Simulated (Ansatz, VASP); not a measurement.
Pb: VASP beside Ansatz

```xyz
2
Lattice="3.4903 0.0000 0.0000 -1.7452 3.0227 0.0000 0.0000 0.0000 5.7223" Properties=species:S:1:pos:R:3 pbc="T T T"
Pb    0.0000    2.0151    1.4306
Pb    1.7452    1.0076    4.2917
```

Alike in both runs: task single point; functional revPBE; k mesh 11 × 11 × 6; occupations fermi-dirac, width 0.1 eV; no spin polarisation.

|  | VASP | Ansatz |
| --- | --- | --- |
| version | VASP 6.6.1 | Ansatz 0.2.0 |
| potentials or method | VASP PAW PBE potentials, release 64 (Pb_d) | plane waves (420 eV) with PAW, scalar-relativistic |
| plane-wave cutoff (eV) | 520 | 420 |
| valence electrons in the cell | 28 | 28 |

```csv
,VASP,Ansatz,Ansatz less VASP
pressure (GPa),3.4,3.4,+0.06
largest component of the traceless stress (GPa),0.21,0.21,+0.002
```

The functional is the same, so the differences come from potentials, cutoffs and numerics.

Caveats: the PAW data sets were made with another functional, which shifts forces and pressure a little (VASP). Spin-orbit coupling is left out, which matters for the levels of Pb.
